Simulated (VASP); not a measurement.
CaSe, 2 atoms in the cell. Symmetry: Fm-3m, No. 225, cubic system. The conventional cell has a = 5.965 Å, b = 5.965 Å, c = 5.965 Å, α = 90.00°, β = 90.00°, γ = 90.00°. Ca (site symmetry m-3m) is surrounded by 6 Se at 2.98 Å. Se (site symmetry m-3m) is surrounded by 6 Ca at 2.98 Å. The cell was built by a generator and needn't be a form met in nature.

| Item | Value |
| --- | --- |
| Program | VASP 6.6.1 |
| Task | electrostatic potential |
| Functional | PBE0 |
| Potentials or basis | VASP PAW PBE potentials, release 64 (Ca_sv, Se) |
| Cutoff | 520 eV |
| k mesh | 6 × 6 × 6 |
| Occupations | gaussian, width 0.02 eV |
| Spin | no spin polarisation |
| Grid for exact exchange (PRECFOCK) | Fast |
| Exchange at q = 0 | default |
| Further INCAR settings | ALGO = Normal; EDIFF = 1e-06 |

Potentials or basis: VASP PAW PBE potentials, release 64 (Ca_sv, Se).

Launch:

```bash
$ cat potpaw_PBE.64/Ca_sv/POTCAR potpaw_PBE.64/Se/POTCAR > POTCAR
$ cp INCAR.step1 INCAR
$ mpirun -np 4 vasp_std > vasp.out
$ cp INCAR.step2 INCAR
$ mpirun -np 4 vasp_std > vasp.out
```

Hardware: 4 MPI ranks on Intel(R) Xeon(R) Platinum 8559C (Emerald Rapids) (shared host).

Estimate the wall time of this run.

Wall time 2.5 min on 4 MPI ranks on Intel(R) Xeon(R) Platinum 8559C (Emerald Rapids), on a shared host, peak memory 0.19 GiB a rank. Counts: scf iterations 10, k points 16.
